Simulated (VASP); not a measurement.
Write the native input for VASP 6.6.1 that does the following.

```yaml
Task: single point
Functional: LDA
Potentials_or_basis: VASP PAW LDA potentials, release 64 (Co, O)
Cutoff: 520 eV
k_mesh: 9 × 9 × 9
Occupations: gaussian, width 0.05 eV
Spin: collinear spin, random start
Starting_moments: "[-1.42, 0.0] μB"
Hubbard_terms: Co d U = 7 eV
Further_INCAR_settings: ALGO = Fast; EDIFF = 1e-07
```

The structure of CoO lies in POSCAR:

```
CoO
1.0
   -1.5080004400      1.5080004400      2.1072503600
    1.5080004400     -1.5080004400      2.1072503600
    1.5080004400      1.5080004400     -2.1072503600
Co O
1 1
Direct
    0.0000000000      0.0000000000      0.0000000000
    0.5000000000      0.5000000000      0.0000000000
```

The input as run:

INCAR

```
PREC     = Accurate       # precision mode
ENCUT    = 520            # plane-wave cutoff, eV
EDIFF    = 1E-7           # SCF threshold, eV
ISMEAR   = 0              # smearing method
SIGMA    = 0.05           # smearing width, eV
LREAL    = False          # projectors in reciprocal space
LASPH    = True           # aspherical terms in the spheres
NELM     = 120            # most SCF steps
ALGO     = Fast           # electronic algorithm
ISIF     = 2              # what is computed and relaxed
LWAVE    = False          # write WAVECAR
LCHARG   = False          # write CHGCAR
ISPIN    = 2              # spin polarisation
MAGMOM   = -1.42 0        # initial moments
LORBIT   = 11             # projections on sites
LMAXMIX  = 4              # l up to which the mixer works
LDAU     = True           # DFT+U
LDAUTYPE = 2            
LDAUL    = 2 -1           # shell
LDAUU    = 7 0            # U, eV
LDAUJ    = 0 0          
LDAUPRINT= 1            
GGA      = CA             # functional
```

KPOINTS

```
Automatic mesh
0
Gamma
  9 9 9
```

Potentials or basis: VASP PAW LDA potentials, release 64 (Co, O).

The run is started by

```bash
$ cat potpaw_LDA.64/Co/POTCAR potpaw_LDA.64/O/POTCAR > POTCAR
$ mpirun -np 1 vasp_std > vasp.out
```

Results of the run:

- Pressure: -18.5 GPa
- Band gap on the k mesh: none (metal or under the smearing width)
- Net moment: -3.00 μB per cell
- Site moments: Co -2.84; O -0.18 μB
- Valence electrons inside the program's atomic spheres: Co 7.87; O 4.98

Caveat: a cell with one magnetic atom can't hold antiferromagnetic order, which such compounds often take.

Run time: 33 s on 1 thread of Intel(R) Xeon(R) Platinum 8375C CPU @ 2.90GHz (Ice Lake), with other jobs on the host, peak memory 0.15 GiB.
